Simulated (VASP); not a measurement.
The system is CdTe.

```xyz
2
Lattice="0.0000 3.2050 3.2050 3.2050 0.0000 3.2050 3.2050 3.2050 0.0000" Properties=species:S:1:pos:R:3 pbc="T T T"
Te    4.8075    4.8075    4.8075
Cd    0.0000    0.0000    0.0000
```

Program: VASP 6.6.1. Alike in all runs: potentials or basis VASP PAW PBE potentials, release 64 (Te, Cd); no spin polarisation; cell as given; cutoff (eV) 520; smearing gaussian 0.02 eV. Hardware: 1 thread of Intel(R) Xeon(R) Platinum 8488C (Sapphire Rapids), on a shared host.

Q: Order these runs on this cell by their wall time, lowest first.
A. task optical spectrum; level PBE; k mesh 7 × 7 × 7; mesh quality not flagged
B. task Born charges and dielectric tensor; level PBE; k mesh 7 × 7 × 7; mesh quality not flagged
C. task electric field gradients; level PBE; k mesh 7 × 7 × 7; mesh quality not flagged
D. task dielectric tensor; level HSE06; k mesh 4 × 4 × 4; grid for exact exchange (PRECFOCK) Fast; screening parameter 0.2 1/A; mesh quality coarse

A: C (21 s), A (58 s), B (350 s), D (4200 s).

Caveats: some runs use coarse meshes; spectra need much finer meshes, so this one isn't converged (some runs); independent-particle spectra lack excitons (some runs).
